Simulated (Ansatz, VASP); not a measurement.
**Two plane-wave programs on Ta**

```
CELL_PARAMETERS angstrom
-1.62870 1.68679 1.68193
1.64317 -1.65216 1.66178
1.66916 1.69262 -1.64730
ATOMIC_POSITIONS crystal
Ta 0.00000 0.00000 0.00000
```

Alike in both runs: task single point; functional PBE; k mesh 8 × 8 × 8; occupations fermi-dirac, width 0.15 eV; no spin polarisation.

|  | VASP | Ansatz |
| --- | --- | --- |
| version | VASP 6.6.1 | Ansatz 0.2.0 |
| potentials or method | VASP PAW PBE potentials, release 64 (Ta_pv) | plane waves, PAW |
| plane-wave cutoff (eV) | 520 | 540 |
| valence electrons in the cell | 11 | 13 |

```csv
,VASP,Ansatz,Ansatz less VASP
pressure (GPa),-4.6,-4.6,-0.05
largest component of the traceless stress (GPa),1.58,1.57,-0.005
```

The two sets of potentials don't hold the same shells in valence. Ansatz warned: «stress_scf_threshold_loose».

Spin-orbit coupling is left out, which matters for the levels of Ta.
